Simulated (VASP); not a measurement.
# BaF2 (Frankdicksonite) (Fm-3m) in VASP: notebook

One crystal, BaF2 (Frankdicksonite), is run at these levels: LDA; tasks: relaxation of the atoms.

Program: VASP 6.6.1. These are calculated values, not measurements. Logs are shortened: lines on timing, memory, paths and dates and some standing lists are left out, and cuts for length are marked.

## (1) The structure

Symmetry: Fm-3m, No. 225, cubic system. Conventional cell: a = 6.087 Å, b = 6.087 Å, c = 6.087 Å, α = 90.00°, β = 90.00°, γ = 90.00°. Ba (site symmetry m-3m) is surrounded by 8 F at 2.64 Å. Around F (site symmetry -43m) lie 4 Ba at 2.64 Å.

## (2) Relaxation of the atoms, LDA (a relaxed cell with its volume scaled by 0.98)

Input file INCAR:

```
ALGO = Fast
EDIFF = 1E-7
EDIFFG = -0.01
ENCUT = 600
IBRION = 2
ISIF = 2
ISMEAR = 0
LASPH = T
LCHARG = F
LREAL = F
LWAVE = F
NELM = 80
NSW = 40
PREC = Accurate
SIGMA = 0.03
```

Input file KPOINTS:

```
k-points
0
Gamma
  8 8 8
```

Input file POSCAR:

```
BaF2                                    
1.0
    0.0000000000      3.0233095994      3.0233095994
    3.0233095994      0.0000000000      3.0233095994
    3.0233095994      3.0233095994      0.0000000000
  Ba              F             
     1     2
Direct
     0.0000000000000000    1.0000000000000000    0.0000000000000000
     0.2500000000000000    0.2500000000000000    0.2500000000000000
     0.7500000000000000    0.7500000000000000    0.7500000000000000
```

Potentials or basis: VASP PAW LDA potentials, release 64 (Ba_sv, F).

Run with:

```bash
cat potpaw_LDA.64/Ba_sv/POTCAR potpaw_LDA.64/F/POTCAR > POTCAR
mpirun -np 1 vasp_std > vasp.out
```

OUTCAR:

```text
EDIFF = 1E-7
   EDIFFG = -0.01
   ENCUT = 600
   IBRION = 2
   ISIF = 2
   ISMEAR = 0
   LASPH = T
   LREAL = F
   NELM = 80
   NSW = 40
   PREC = Accurate

 ion  position               nearest neighbor table
   1  0.000  0.000  0.000-   3 2.62   3 2.62   3 2.62   2 2.62   2 2.62   2 2.62   3 2.62   2 2.62

   2  0.250  0.250  0.250-   1 2.62   1 2.62   1 2.62   1 2.62
   3  0.750  0.750  0.750-   1 2.62   1 2.62   1 2.62   1 2.62

  LATTYP: Found a face centered cubic cell.
 ALAT       =     6.0466191988

  Lattice vectors:

 A1 = (   0.0000000000,   3.0233095994,   3.0233095994)
 A2 = (   3.0233095994,   0.0000000000,   3.0233095994)
 A3 = (   3.0233095994,   3.0233095994,   0.0000000000)

Analysis of symmetry for initial positions (statically):
=====================================================================
 Subroutine PRICEL returns:
 Original cell was already a primitive cell.

 Routine SETGRP: Setting up the symmetry group for a
 face centered cubic supercell.

 Subroutine GETGRP returns: Found 48 space group operations
 (whereof 48 operations were pure point group operations)
 out of a pool of 48 trial point group operations.

The static configuration has the point symmetry O_h .

Analysis of symmetry for dynamics (positions and initial velocities):
=====================================================================
 Subroutine PRICEL returns:
 Original cell was already a primitive cell.

 Routine SETGRP: Setting up the symmetry group for a
 face centered cubic supercell.

 Subroutine GETGRP returns: Found 48 space group operations
 (whereof 48 operations were pure point group operations)
 out of a pool of 48 trial point group operations.

The dynamic configuration has the point symmetry O_h .

 Subroutine INISYM returns: Found 48 space group operations
 (whereof 48 operations are pure point group operations),
 and found     1 'primitive' translations

----------------------------------------------------------------------------------------

                                     Primitive cell

  volume of cell :      55.2685

  direct lattice vectors                    reciprocal lattice vectors
     0.000000000  3.023309599  3.023309599    -0.165381673  0.165381673  0.165381673
     3.023309599  0.000000000  3.023309599     0.165381673 -0.165381673  0.165381673
     3.023309599  3.023309599  0.000000000     0.165381673  0.165381673 -0.165381673

  length of vectors
     4.275605439  4.275605439  4.275605439     0.286449461  0.286449461  0.286449461

  position of ions in fractional coordinates (direct lattice)
     0.000000000  0.000000000  0.000000000
     0.250000000  0.250000000  0.250000000
     0.750000000  0.750000000  0.750000000

  ion indices of the primitive-cell ions
   primitive index   ion index
                 1           1
                 2           2
                 3           3

----------------------------------------------------------------------------------------

 KPOINTS: k-points

Automatic generation of k-mesh.
 Grid dimensions read from file:
 generate k-points for:    8    8    8

 Generating k-lattice:

  Cartesian coordinates                     Fractional coordinates (reciprocal lattice)
    -0.020672709  0.020672709  0.020672709     0.125000000  0.000000000  0.000000000
     0.020672709 -0.020672709  0.020672709     0.000000000  0.125000000  0.000000000
     0.020672709  0.020672709 -0.020672709     0.000000000  0.000000000  0.125000000

  Length of vectors
     0.035806183  0.035806183  0.035806183

  Shift w.r.t. Gamma in fractional coordinates (k-lattice)
     0.000000000  0.000000000  0.000000000

 Subroutine IBZKPT returns following result:
 ===========================================

 Found     29 irreducible k-points:

 Following reciprocal coordinates:
            Coordinates               Weight
  0.000000  0.000000  0.000000      1.000000
  0.125000  0.000000  0.000000      8.000000
  0.250000  0.000000  0.000000      8.000000
  0.375000  0.000000  0.000000      8.000000
  0.500000  0.000000  0.000000      4.000000
  0.125000  0.125000  0.000000      6.000000
[... 16 lines left out ...]
  0.500000  0.250000  0.125000     48.000000
 -0.375000  0.250000  0.125000     24.000000
 [... further k-points ...]
   k-points           NKPTS =     29   k-points in BZ     NKDIM =     29   number of bands    NBANDS=     16
   number of dos      NEDOS =    301   number of ions     NIONS =      3
   total plane-waves  NPLWV =  46656
   dimension x,y,z NGX =    36 NGY =   36 NGZ =   36
   dimension x,y,z NGXF=    72 NGYF=   72 NGZF=   72
   ions per type =               1   2
   NGX,Y,Z   is equivalent  to a cutoff of  14.00, 14.00, 14.00 a.u.
   NGXF,Y,Z  is equivalent  to a cutoff of  28.00, 28.00, 28.00 a.u.
 SYSTEM =  unknown system
   PREC   = accura    normal or accurate (medium, high low for compatibility)
   ISTART =      0    job   : 0-new  1-cont  2-samecut
   ICHARG =      2    charge: 1-file 2-atom 10-const
   ISPIN  =      1    spin polarized calculation?
   LNONCOLLINEAR =      F non collinear calculations
   LSORBIT =      F    spin-orbit coupling
   LASPH  =      T    aspherical Exc in radial PAW
   ENCUT  =  600.0 eV  44.10 Ry    6.64 a.u.   8.54  8.54  8.54*2*pi/ulx,y,z
   NELM   =     80;   NELMIN=  2; NELMDL= -5     # of ELM steps
   EDIFF  = 0.1E-06   stopping-criterion for ELM
   LREAL  =      F    real-space projection
   EDIFFG = -.1E-01   stopping-criterion for IOM
   NSW    =     40    number of steps for IOM
   IBRION =      2    ionic relax: 0-MD 1-quasi-New 2-CG
   NFREE  =      1    steps in history (QN), initial steepest desc. (CG)
   ISIF   =      2    stress and relaxation
   ISYM   =      2    0-nonsym 1-usesym 2-fastsym
   POTIM  = 0.5000    time-step for ionic-motion
   TEBEG  =    0.0;   TEEND  =   0.0 temperature during run
   PSTRESS=    0.0 pullay stress
   NELECT =      24.0000    total number of electrons
   NUPDOWN=      -1.0000    fix difference up-down
   EMIN   =  10.00;   EMAX   =-10.00  energy-range for DOS
   EFERMI =   0.00;   METHOD = LEGACY
   ISMEAR =     0;   SIGMA  =   0.03  broadening in eV -4-tet -1-fermi 0-gaus
   EFERMI_NEDOS =   21; number of points for ismear=-14 and -15
   IALGO  =     68    algorithm
   IMIX   =      4    mixing-type and parameters
     AMIX     =   0.40;   BMIX     =  1.00
     AMIX_MAG =   1.60;   BMIX_MAG =  1.00
  volume/ion in A,a.u.               =      18.42       124.32
  Fermi-wavevector in a.u.,A,eV,Ry     =   1.239708  2.342708 20.910455  1.536875
  Thomas-Fermi vector in A             =   2.374179
   LORBIT       =      0    0 simple, 1 ext, 2 COOP (PROOUT), +10 PAW based schemes
   GGA     = CA    functional components
   LHFCALC =     F    Hartree Fock is set to
   AEXX    =    0.0000 exact exchange contribution
   IVDW    =     0    specifies the selected vdW correction
   LEPSILON=     F    determine dielectric tensor
   LRPA    =     F    only Hartree local field effects (RPA)
 conjugate gradient relaxation of ions
 non-spin polarized calculation
 RMM-DIIS sequential band-by-band and
 Gauss-broadening in eV      SIGMA  =   0.03
  energy-cutoff  :      600.00
  volume of cell :       55.27
 maximum number of plane-waves:      1868
 NGX is ok and might be reduce to    36
   NGX = 17   NGY = 17   NGZ = 17

 number of electron      23.9999993 magnetization

 Free energy of the ion-electron system (eV)
  ---------------------------------------------------
  ext. energy  EPLUGINS =         0.00000000
  ---------------------------------------------------
  free energy    TOTEN  =       -18.62258844 eV

  energy without entropy =      -18.62258844  energy(sigma->0) =      -18.62258844

 E-fermi :  -1.9214     XC(G=0):  -9.6832

 val. band max:       -2.1167007109   @ k =  -0.2500   0.2500   0.0000
 cond. band min:       4.5677260980   @ k =   0.0000   0.0000   0.0000
 fundamental gap:      6.6844268090
 Fermi energy:        -1.9213865104

 k-point     1 :       0.0000    0.0000    0.0000
  band No.  band energies     occupation
      1     -24.9094      2.00000
      2     -20.7602      2.00000
      3     -20.6017      2.00000
      4      -9.6433      2.00000
      5      -9.6433      2.00000
      6      -9.6433      2.00000
[... 8 lines left out ...]
     15       7.1997      0.00000
     16       9.7947      0.00000

 k-point     2 :       0.1250    0.0000    0.0000
  band No.  band energies     occupation
      1     -24.8655      2.00000
      2     -20.7805      2.00000
      3     -20.6594      2.00000
      4      -9.6847      2.00000
      5      -9.6795      2.00000
      6      -9.6795      2.00000
[... 8 lines left out ...]
     15       7.1901      0.00000
     16       9.5996      0.00000

 k-point     3 :       0.2500    0.0000    0.0000
  band No.  band energies     occupation
      1     -24.7537      2.00000
      2     -20.8665      2.00000
      3     -20.7681      2.00000
      4      -9.7699      2.00000
      5      -9.7632      2.00000
      6      -9.7632      2.00000
[... 8 lines left out ...]
     15       7.1840      0.00000
     16       9.0929      0.00000

 k-point     4 :       0.3750    0.0000    0.0000
  band No.  band energies     occupation
      1     -24.6321      2.00000
      2     -21.0201      2.00000
      3     -20.8193      2.00000
      4      -9.8424      2.00000
      5      -9.8424      2.00000
      6      -9.8380      2.00000
[... 8 lines left out ...]
     15       7.1985      0.00000
     16       8.3032      0.00000
[... 324 lines left out ...]
 k-point    22 :       0.3750    0.2500    0.1250
  band No.  band energies     occupation
      1     -24.6656      2.00000
      2     -20.9059      2.00000
      3     -20.8774      2.00000
      4      -9.9312      2.00000
      5      -9.9137      2.00000
      6      -9.6309      2.00000
[... 8 lines left out ...]
     15       7.6816      0.00000
     16       8.5404      0.00000

 k-point    23 :       0.5000    0.2500    0.1250
  band No.  band energies     occupation
      1     -24.5635      2.00000
      2     -21.0240      2.00000
      3     -20.9284      2.00000
      4     -10.0242      2.00000
      5      -9.9119      2.00000
      6      -9.7211      2.00000
[... 8 lines left out ...]
     15       7.7904      0.00000
     16       8.3674      0.00000

 k-point    24 :      -0.3750    0.2500    0.1250
  band No.  band energies     occupation
      1     -24.5188      2.00000
      2     -21.0774      2.00000
      3     -20.9477      2.00000
      4     -10.0609      2.00000
      5      -9.8366      2.00000
      6      -9.8320      2.00000
[... 8 lines left out ...]
     15       7.7100      0.00000
     16       8.4704      0.00000

 [... further k-points ...]
[... 5 lines left out ...]
  --------------------------------------------------------------------------------------
  -------------------------------------------------------------------------------------
  Total        0.4800514      0.4800514      0.4800514      0.0000000      0.0000000      0.0000000
  in kB       13.9161949     13.9161949     13.9161949      0.0000000      0.0000000      0.0000000
  external PRESSURE =      13.9161949 kB  Pullay stress =       0.0000000 kB

 VOLUME and BASIS-vectors are now :
 -----------------------------------------------------------------------------
  energy-cutoff  :      600.00
  volume of cell :       55.27
      direct lattice vectors                 reciprocal lattice vectors
     0.000000000  3.023309599  3.023309599    -0.165381673  0.165381673  0.165381673
     3.023309599  0.000000000  3.023309599     0.165381673 -0.165381673  0.165381673
     3.023309599  3.023309599  0.000000000     0.165381673  0.165381673 -0.165381673

 POSITION                                       TOTAL-FORCE (eV/Angst)
 -----------------------------------------------------------------------------------
      0.00000      0.00000      0.00000         0.000000     -0.000000      0.000000
      1.51165      1.51165      1.51165         0.000000      0.000000      0.000000
      4.53496      4.53496      4.53496        -0.000000     -0.000000     -0.000000
 -----------------------------------------------------------------------------------
    total drift:                                0.000000      0.000000      0.000000

  FREE ENERGIE OF THE ION-ELECTRON SYSTEM (eV)
  ---------------------------------------------------
  free  energy   TOTEN  =       -18.6225884403 eV

  energy  without entropy=      -18.6225884403  energy(sigma->0) =      -18.62258844

 reached required accuracy - stopping structural energy minimisation
```

Run time: 56 s. Hardware: 1 thread of Intel Xeon Platinum 8488C (Sapphire Rapids), shared host; peak memory 0.19 GiB.

Results:

```yaml
Free_energy: -18.6226 eV
Pressure_after_relaxing: 1.4 GPa
Band_gap_on_the_k_mesh: 6.68 eV, indirect (least direct gap 6.83 eV)
```

Final structure:
```cif
data_structure
_symmetry_space_group_name_H-M 'P 1'
_symmetry_Int_Tables_number 1
_cell_length_a 4.2756
_cell_length_b 4.2756
_cell_length_c 4.2756
_cell_angle_alpha 60.000
_cell_angle_beta 60.000
_cell_angle_gamma 60.000
_cell_volume 55.27
loop_
_atom_site_label
_atom_site_type_symbol
_atom_site_fract_x
_atom_site_fract_y
_atom_site_fract_z
_atom_site_occupancy
Ba1 Ba 0.00000 0.00000 0.00000 1
F1 F 0.25000 0.25000 0.25000 1
F2 F 0.75000 0.75000 0.75000 1
```

Caveat: the relaxation stopped at its first step, so nothing moved; spin-orbit coupling is left out, which moves the levels of the heavy elements. A k mesh can miss the band edges.

## (3) Relaxation of the atoms, LDA

INCAR is that of step 2.

KPOINTS is that of step 2.

Input file POSCAR:

```
BaF2                                    
1.0
    0.0000000000      3.0437379867      3.0437379867
    3.0437379867      0.0000000000      3.0437379867
    3.0437379867      3.0437379867      0.0000000000
  Ba              F             
     1     2
Direct
     0.0000000000000000    1.0000000000000000    0.0000000000000000
     0.2500000000000000    0.2500000000000000    0.2500000000000000
     0.7500000000000000    0.7500000000000000    0.7500000000000000
```

Potentials or basis: VASP PAW LDA potentials, release 64 (Ba_sv, F).

Run with:

```bash
cat potpaw_LDA.64/Ba_sv/POTCAR potpaw_LDA.64/F/POTCAR > POTCAR
mpirun -np 1 vasp_std > vasp.out
```

It took 58 s on 1 thread of Intel Xeon Platinum 8488C (Sapphire Rapids), shared host; peak memory 0.19 GiB.

The run converged. Its results:

```yaml
Free_energy: -18.6298 eV
Pressure_after_relaxing: 0.0 GPa
Band_gap_on_the_k_mesh: 6.61 eV, indirect (least direct gap 6.73 eV)
```

Final structure:
```
CELL_PARAMETERS angstrom
0.00000 3.04374 3.04374
3.04374 0.00000 3.04374
3.04374 3.04374 0.00000
ATOMIC_POSITIONS crystal
Ba 0.00000 0.00000 0.00000
F 0.25000 0.25000 0.25000
F 0.75000 0.75000 0.75000
```

Levels at points of the mesh, in eV from the valence-band top:
| k point | band 8 | band 9 | band 10 | band 11 | band 12 | band 13 | band 14 | band 15 | band 16 |
| --- | --- | --- | --- | --- | --- | --- | --- | --- | --- |
| (0.00, 0.00, 0.00) | -1.74 | -1.74 | -0.13 | -0.13 | -0.13 | 6.61 | 9.26 | 9.26 | 11.75 |
| (0.50, 0.00, 0.00) | -1.30 | -0.78 | -0.37 | -0.18 | -0.18 | 9.26 | 9.26 | 9.27 | 9.56 |
| (0.50, 0.50, 0.00) | -0.46 | -0.46 | -0.30 | -0.30 | -0.21 | 7.07 | 9.15 | 10.97 | 12.37 |

Caveat: the relaxation stopped at its first step, so nothing moved; spin-orbit coupling is left out, which moves the levels of the heavy elements. A k mesh can miss the band edges.

## (4) Relaxation of the atoms, LDA (a relaxed cell with its volume scaled by 1.02)

INCAR is that of step 3.

KPOINTS is that of step 3.

Input file POSCAR:

```
BaF2                                    
1.0
    0.0000000000      3.0638957793      3.0638957793
    3.0638957793      0.0000000000      3.0638957793
    3.0638957793      3.0638957793      0.0000000000
  Ba              F             
     1     2
Direct
     0.0000000000000000    1.0000000000000000    0.0000000000000000
     0.2500000000000000    0.2500000000000000    0.2500000000000000
     0.7500000000000000    0.7500000000000000    0.7500000000000000
```

Run with:

```bash
cat potpaw_LDA.64/Ba_sv/POTCAR potpaw_LDA.64/F/POTCAR > POTCAR
mpirun -np 1 vasp_std > vasp.out
```

It took 46 s on 1 thread of Intel Xeon Platinum 8488C (Sapphire Rapids), shared host; peak memory 0.19 GiB.

Results (log left out):

```yaml
Free_energy: -18.6270 eV
Pressure_after_relaxing: -1.4 GPa
Band_gap_on_the_k_mesh: 6.53 eV, indirect (least direct gap 6.64 eV)
```

Final structure:
```
CELL_PARAMETERS angstrom
0.00000 3.06390 3.06390
3.06390 0.00000 3.06390
3.06390 3.06390 0.00000
ATOMIC_POSITIONS crystal
Ba 0.00000 0.00000 0.00000
F 0.25000 0.25000 0.25000
F 0.75000 0.75000 0.75000
```

Levels at points of the mesh, in eV from the valence-band top:
| k point | band 8 | band 9 | band 10 | band 11 | band 12 | band 13 | band 14 | band 15 | band 16 |
| --- | --- | --- | --- | --- | --- | --- | --- | --- | --- |
| (0.00, 0.00, 0.00) | -1.67 | -1.67 | -0.11 | -0.11 | -0.11 | 6.53 | 9.19 | 9.19 | 11.59 |
| (0.50, 0.00, 0.00) | -1.24 | -0.75 | -0.37 | -0.17 | -0.17 | 9.15 | 9.18 | 9.18 | 9.49 |
| (0.50, 0.50, 0.00) | -0.43 | -0.43 | -0.31 | -0.31 | -0.18 | 7.05 | 9.05 | 10.85 | 12.22 |

Caveat: the relaxation stopped at its first step, so nothing moved; spin-orbit coupling is left out, which moves the levels of the heavy elements. A k mesh can miss the band edges.

[end of part 1 of 2]
